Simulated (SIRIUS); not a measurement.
# Zn (Im-3m) in SIRIUS: convergence with k mesh, part 2 of 2

SIRIUS 7.12.0. The steps go on from the part before.

### 7 With k mesh 12 × 12 × 12

File sirius.json:

```json
{
  "control": {
    "processing_unit": "cpu",
    "std_evp_solver_name": "lapack",
    "gen_evp_solver_name": "lapack",
    "verbosity": 2,
    "print_forces": true,
    "ortho_rf": true,
    "use_second_variation": true,
    "rmt_max": 3.0,
    "num_bands_to_print": 16,
    "save_wf": true
  },
  "parameters": {
    "electronic_structure_method": "full_potential_lapwlo",
    "xc_functionals": ["XC_GGA_X_PBE", "XC_GGA_C_PBE"],
    "core_relativity": "dirac",
    "valence_relativity": "iora",
    "num_fv_states": 16,
    "smearing": "fermi_dirac",
    "smearing_width": 0.0018374661,
    "pw_cutoff": 20,
    "gk_cutoff": 3.5,
    "lmax_apw": 10,
    "lmax_rho": 8,
    "lmax_pot": 8,
    "num_mag_dims": 0,
    "auto_rmt": 0,
    "ngridk": [12, 12, 12],
    "shiftk": [0, 0, 0],
    "num_dft_iter": 80,
    "energy_tol": 1e-07,
    "density_tol": 1e-05,
    "use_symmetry": true
  },
  "settings": {"tol_ne": 1e-10},
  "iterative_solver": {"type": "exact"},
  "mixer": {"type": "anderson", "beta": 0.5, "max_history": 8},
  "unit_cell": {
    "lattice_vectors": [
      [-2.9650502094, 2.9650502094, 2.9650502094],
      [2.9650502094, -2.9650502094, 2.9650502094],
      [2.9650502094, 2.9650502094, -2.9650502094]
    ],
    "atom_types": ["Zn"],
    "atom_files": {"Zn": "Zn.json"},
    "atoms": {"Zn": [[0.0, 0.0, 0.0]]}
  }
}
```

File Zn.json:

```json
{
  "name": "zinc",
  "symbol": "Zn",
  "number": 30,
  "mass": 65.38,
  "rmin": 1e-06,
  "rmt": 2.4,
  "nrmt": 800,
  "rinf": 14.28,
  "core": "1s2s2p",
  "valence": [
    {"basis": [{"enu": 0.01, "dme": 0, "n": 0, "auto": 0}, {"enu": 0.01, "dme": 1, "n": 0, "auto": 0}]},
    {"l": 0, "n": 1, "basis": [{"enu": 0.11, "dme": 0, "n": 0, "auto": 0}]},
    {"l": 1, "n": 2, "basis": [{"enu": 0.11, "dme": 0, "n": 0, "auto": 0}]},
    {"l": 2, "n": 3, "basis": [{"enu": 0.0819, "dme": 0, "n": 0, "auto": 0}]},
    {"l": 3, "n": 4, "basis": [{"enu": 0.11, "dme": 0, "n": 0, "auto": 0}]}
  ],
  "lo": [
    {"l": 0, "basis": [{"enu": 0.11, "dme": 0, "n": 0, "auto": 0}, {"enu": 0.11, "dme": 1, "n": 0, "auto": 0}]},
    {
      "l": 0,
      "basis": [{"enu": -4.3769, "dme": 0, "n": 3, "auto": 1}, {"enu": -4.3769, "dme": 1, "n": 3, "auto": 1}]
    },
    {
      "l": 0,
      "basis": [{"enu": -4.3769, "dme": 1, "n": 3, "auto": 1}, {"enu": 0.11, "dme": 0, "n": 0, "auto": 0}]
    },
    {"l": 0, "basis": [{"enu": 0.11, "dme": 0, "n": 0, "auto": 0}, {"enu": 2.8878, "dme": 0, "n": 0, "auto": 0}]},
    {"l": 1, "basis": [{"enu": 0.11, "dme": 0, "n": 0, "auto": 0}, {"enu": 0.11, "dme": 1, "n": 0, "auto": 0}]},
    {
      "l": 1,
      "basis": [{"enu": -2.7179, "dme": 0, "n": 3, "auto": 1}, {"enu": -2.7179, "dme": 1, "n": 3, "auto": 1}]
    },
    {
      "l": 1,
      "basis": [{"enu": -2.7179, "dme": 1, "n": 3, "auto": 1}, {"enu": 0.11, "dme": 0, "n": 0, "auto": 0}]
    },
    {"l": 1, "basis": [{"enu": 0.11, "dme": 0, "n": 0, "auto": 0}, {"enu": 3.3044, "dme": 0, "n": 0, "auto": 0}]},
    {
      "l": 2,
      "basis": [{"enu": 0.0819, "dme": 0, "n": 0, "auto": 0}, {"enu": 0.0819, "dme": 1, "n": 0, "auto": 0}]
    },
    {
      "l": 2,
      "basis": [{"enu": 0.0819, "dme": 1, "n": 0, "auto": 0}, {"enu": 0.0819, "dme": 2, "n": 0, "auto": 0}]
    },
    {
      "l": 2,
      "basis": [{"enu": 0.0819, "dme": 0, "n": 0, "auto": 0}, {"enu": 2.7903, "dme": 0, "n": 0, "auto": 0}]
    },
    {"l": 3, "basis": [{"enu": 0.11, "dme": 0, "n": 0, "auto": 0}, {"enu": 0.11, "dme": 1, "n": 0, "auto": 0}]},
    {"l": 3, "basis": [{"enu": 0.11, "dme": 0, "n": 0, "auto": 0}, {"enu": 3.1308, "dme": 0, "n": 0, "auto": 0}]}
  ],
  "free_atom": [... radial grid and density of the free atom, the start of the SCF ...]
}
```

File sirius_start.json:

```json
{
  "control": {
    "processing_unit": "cpu",
    "std_evp_solver_name": "lapack",
    "gen_evp_solver_name": "lapack",
    "verbosity": 1,
    "print_forces": false,
    "ortho_rf": true,
    "use_second_variation": true,
    "rmt_max": 3.0,
    "num_bands_to_print": 16,
    "save_wf": false
  },
  "parameters": {
    "electronic_structure_method": "full_potential_lapwlo",
    "xc_functionals": ["XC_LDA_X", "XC_LDA_C_PW"],
    "core_relativity": "dirac",
    "valence_relativity": "iora",
    "num_fv_states": 16,
    "smearing": "fermi_dirac",
    "smearing_width": 0.0055123983,
    "pw_cutoff": 20,
    "gk_cutoff": 2.8,
    "lmax_apw": 10,
    "lmax_rho": 8,
    "lmax_pot": 8,
    "num_mag_dims": 0,
    "auto_rmt": 0,
    "ngridk": [5, 5, 5],
    "shiftk": [0, 0, 0],
    "num_dft_iter": 30,
    "energy_tol": 0.01,
    "density_tol": 0.05,
    "use_symmetry": true
  },
  "settings": {"tol_ne": 1e-10},
  "iterative_solver": {"type": "exact"},
  "mixer": {"type": "anderson", "beta": 0.5, "max_history": 8},
  "unit_cell": {
    "lattice_vectors": [
      [-2.9650502094, 2.9650502094, 2.9650502094],
      [2.9650502094, -2.9650502094, 2.9650502094],
      [2.9650502094, 2.9650502094, -2.9650502094]
    ],
    "atom_types": ["Zn"],
    "atom_files": {"Zn": "Zn.json"},
    "atoms": {"Zn": [[0.0, 0.0, 0.0]]}
  }
}
```

On the command line:

```bash
$ OMP_NUM_THREADS=1 sirius.scf --input=sirius_start.json --output=start.json
$ OMP_NUM_THREADS=1 sirius.scf --input=sirius.json --output=output.json --task=1
```

It took 19 s on 1 thread of Arm Neoverse V1, shared host; peak memory 0.3 GiB.

It converged, with:

```yaml
Free_energy: -48874.7039 eV
Band_gap_on_the_k_mesh: none (metal or under the smearing width)
All_electrons_inside_the_program's_atomic_spheres: Zn 28.90 (radii Zn 2.4 bohr)
```

### 8 With k mesh 15 × 15 × 15

Changes to sirius.json since step 7:

```diff
@@ -28,3 +28,3 @@
     "auto_rmt": 0,
-    "ngridk": [12, 12, 12],
+    "ngridk": [15, 15, 15],
     "shiftk": [0, 0, 0],
```

File Zn.json:

```json
{
  "name": "zinc",
  "symbol": "Zn",
  "number": 30,
  "mass": 65.38,
  "rmin": 1e-06,
  "rmt": 2.4,
  "nrmt": 800,
  "rinf": 14.28,
  "core": "1s2s2p",
  "valence": [
    {"basis": [{"enu": 0.02, "dme": 0, "n": 0, "auto": 0}, {"enu": 0.02, "dme": 1, "n": 0, "auto": 0}]},
    {"l": 0, "n": 1, "basis": [{"enu": 0.12, "dme": 0, "n": 0, "auto": 0}]},
    {"l": 1, "n": 2, "basis": [{"enu": 0.12, "dme": 0, "n": 0, "auto": 0}]},
    {"l": 2, "n": 3, "basis": [{"enu": 0.092, "dme": 0, "n": 0, "auto": 0}]},
    {"l": 3, "n": 4, "basis": [{"enu": 0.12, "dme": 0, "n": 0, "auto": 0}]}
  ],
  "lo": [
    {"l": 0, "basis": [{"enu": 0.12, "dme": 0, "n": 0, "auto": 0}, {"enu": 0.12, "dme": 1, "n": 0, "auto": 0}]},
    {
      "l": 0,
      "basis": [{"enu": -4.3669, "dme": 0, "n": 3, "auto": 1}, {"enu": -4.3669, "dme": 1, "n": 3, "auto": 1}]
    },
    {
      "l": 0,
      "basis": [{"enu": -4.3669, "dme": 1, "n": 3, "auto": 1}, {"enu": 0.12, "dme": 0, "n": 0, "auto": 0}]
    },
    {"l": 0, "basis": [{"enu": 0.12, "dme": 0, "n": 0, "auto": 0}, {"enu": 2.8978, "dme": 0, "n": 0, "auto": 0}]},
    {"l": 1, "basis": [{"enu": 0.12, "dme": 0, "n": 0, "auto": 0}, {"enu": 0.12, "dme": 1, "n": 0, "auto": 0}]},
    {
      "l": 1,
      "basis": [{"enu": -2.7079, "dme": 0, "n": 3, "auto": 1}, {"enu": -2.7079, "dme": 1, "n": 3, "auto": 1}]
    },
    {
      "l": 1,
      "basis": [{"enu": -2.7079, "dme": 1, "n": 3, "auto": 1}, {"enu": 0.12, "dme": 0, "n": 0, "auto": 0}]
    },
    {"l": 1, "basis": [{"enu": 0.12, "dme": 0, "n": 0, "auto": 0}, {"enu": 3.3144, "dme": 0, "n": 0, "auto": 0}]},
    {"l": 2, "basis": [{"enu": 0.092, "dme": 0, "n": 0, "auto": 0}, {"enu": 0.092, "dme": 1, "n": 0, "auto": 0}]},
    {"l": 2, "basis": [{"enu": 0.092, "dme": 1, "n": 0, "auto": 0}, {"enu": 0.092, "dme": 2, "n": 0, "auto": 0}]},
    {
      "l": 2,
      "basis": [{"enu": 0.092, "dme": 0, "n": 0, "auto": 0}, {"enu": 2.8003, "dme": 0, "n": 0, "auto": 0}]
    },
    {"l": 3, "basis": [{"enu": 0.12, "dme": 0, "n": 0, "auto": 0}, {"enu": 0.12, "dme": 1, "n": 0, "auto": 0}]},
    {"l": 3, "basis": [{"enu": 0.12, "dme": 0, "n": 0, "auto": 0}, {"enu": 3.1408, "dme": 0, "n": 0, "auto": 0}]}
  ],
  "free_atom": [... radial grid and density of the free atom, the start of the SCF ...]
}
```

Changes to sirius_start.json since step 7:

```diff
@@ -28,3 +28,3 @@
     "auto_rmt": 0,
-    "ngridk": [5, 5, 5],
+    "ngridk": [6, 6, 6],
     "shiftk": [0, 0, 0],
```

Potentials or basis: all-electron FP-LAPW, apw+lo standard.

On the command line:

```bash
$ OMP_NUM_THREADS=1 sirius.scf --input=sirius_start.json --output=start.json
$ OMP_NUM_THREADS=1 sirius.scf --input=sirius.json --output=output.json --task=1
```

The log of the run:

```text
[info] SIRIUS version : 7.12.0
[info] number of MPI ranks           : 1
[info] MPI grid                      : 1 1
[info] maximum number of OMP threads : 1
[fft] FFT context for density and potential
[fft] =====================================
[fft]   plane wave cutoff                     : 20
[fft]   grid size                             : 36 36 36   total : 46656
[fft]   grid limits                           : -17 18   -17 18   -17 18
[fft]   number of G-vectors within the cutoff : 14171
[fft]   number of G-shells                    : 390
[fft] FFT context for coarse grid
[fft] =====================================
[fft]   plane wave cutoff                     : 7
[fft]   grid size                             : 15 15 15   total : 3375
[fft]   grid limits                           : -7 7   -7 7   -7 7
[fft]   number of G-vectors within the cutoff : 603
[fft]   number of G-shells                    : 26
[unit cell] lattice vectors
[unit cell]   a1 :      -2.9650502094      2.9650502094      2.9650502094
[unit cell]   a2 :       2.9650502094     -2.9650502094      2.9650502094
[unit cell]   a3 :       2.9650502094      2.9650502094     -2.9650502094
[unit cell] reciprocal lattice vectors
[unit cell]   b1 :       0.0000000000      1.0595411314      1.0595411314
[unit cell]   b2 :       1.0595411314      0.0000000000      1.0595411314
[... 385 lines left out ...]
[find] Total energy                   :   -1796.11236049 (Ha),   -3592.22472098 (Ry)
[find] iteration : 3, RMS (target) : 1.6225e-03 (1.0000e-05) , energy difference (target) : -2.0248e-04 (1.0000e-07)
[find] Total energy                   :   -1796.11236148 (Ha),   -3592.22472296 (Ry)
[find] iteration : 4, RMS (target) : 2.1162e-04 (1.0000e-05) , energy difference (target) : -9.8812e-07 (1.0000e-07)
[find] Total energy                   :   -1796.11236169 (Ha),   -3592.22472337 (Ry)
[find] iteration : 5, RMS (target) : 2.3648e-05 (1.0000e-05) , energy difference (target) : -2.0758e-07 (1.0000e-07)
[find] Charges and magnetic moments
[find] --------------------------------------------------------------------------------
[find] atom      charge    core leakage
[... 7 lines left out ...]
[find] valence_eval_sum               :     -25.73833445
[find] core_eval_sum                  :   -1003.26949953
[find] kinetic energy                 :    1828.66766350
[find] enuc                           :   -2170.86126302
[find] <rho|V^{XC}>                   :     -93.15424492
[find] <rho|E^{XC}>                   :     -71.65818027
[find] <mag|B^{XC}>                   :       0.00000000
[find] <rho|V^{H}>                    :   -2764.52125256
[find] smearing (-TS)                 :      -0.00008463
[find] SCF correction                 :       0.00004440
[find] Total energy                   :   -1796.11236166 (Ha),   -3592.22472333 (Ry)
[find] Free energy (E-TS)             :   -1796.11244629 (Ha),   -3592.22489258 (Ry)
[find] band gap (eV)                  :       0.00000000
[find] Efermi                         :       0.22145801
[find] iteration : 6, RMS (target) : 2.8609e-06 (1.0000e-05) , energy difference (target) : 2.2880e-08 (1.0000e-07)
[find] converged after 7 SCF iterations!
[find] Charges and magnetic moments
[find] --------------------------------------------------------------------------------
[find] atom      charge    core leakage
[find] --------------------------------------------------------------------------------
[find]    0   28.901788    0.000000e+00
[find] total core leakage    : 0.00000000e+00
[find] interstitial charge   : 1.098212
[find] total charge          : 29.999999
[find] Energy
[find] --------------------------------------------------------------------------------
[find] valence_eval_sum               :     -25.73833445
[find] core_eval_sum                  :   -1003.26949953
[find] kinetic energy                 :    1828.66766350
[find] enuc                           :   -2170.86126302
[find] <rho|V^{XC}>                   :     -93.15424492
[find] <rho|E^{XC}>                   :     -71.65818027
[find] <mag|B^{XC}>                   :       0.00000000
[find] <rho|V^{H}>                    :   -2764.52125256
[find] smearing (-TS)                 :      -0.00008463
[find] SCF correction                 :       0.00004440
[find] Total energy                   :   -1796.11236166 (Ha),   -3592.22472333 (Ry)
[find] Free energy (E-TS)             :   -1796.11244629 (Ha),   -3592.22489258 (Ry)
[find] band gap (eV)                  :       0.00000000
[find] Efermi                         :       0.22145801
[ground_state]
[ground_state] ==== total Forces in Ha/bohr =====
[ground_state] atom:    0, force:       0.0000000      0.0000000      0.0000000
[ground_state] ==== contribution from density =====
[ground_state] atom:    0, force:       0.0000000      0.0000000      0.0000000
[ground_state] ==== contribution from Hartree potential =====
[ground_state] atom:    0, force:       0.0000000      0.0000000      0.0000000
[ground_state] ==== contribution from IBS =====
[ground_state] atom:    0, force:       0.0000000      0.0000000      0.0000000
```

It took 23 s on 1 thread of Arm Neoverse V1, shared host; peak memory 0.34 GiB.

What came out:

| Property | Result |
| --- | --- |
| Free energy | -48874.7095 eV |
| Band gap on the k mesh | none (metal or under the smearing width) |
| All electrons inside the program's atomic spheres | Zn 28.90 (radii Zn 2.4 bohr) |

### 9 The series at a glance

```
      k mesh  energy less the tightest run, at zero smearing (meV/atom)  SCF cycles  CPU time (s)  peak memory (GiB)
   2 × 2 × 2                                                    1496.51           8            15               0.24
   4 × 4 × 4                                                      32.01           8            15               0.24
   5 × 5 × 5                                                      60.95           8            16               0.24
   7 × 7 × 7                                                     -37.01           7            15               0.25
10 × 10 × 10                                                      -8.39           7            18               0.27
12 × 12 × 12                                                       6.34           7            19                0.3
15 × 15 × 15                                                       0.00           7            23               0.34
```

Not settled before the last step: the energy (to 1 meV/atom). Meshes of other sizes hit other points, so gaps and Fermi surfaces needn't settle smoothly. The tightest run that finished is the yardstick and may itself not be fully converged.
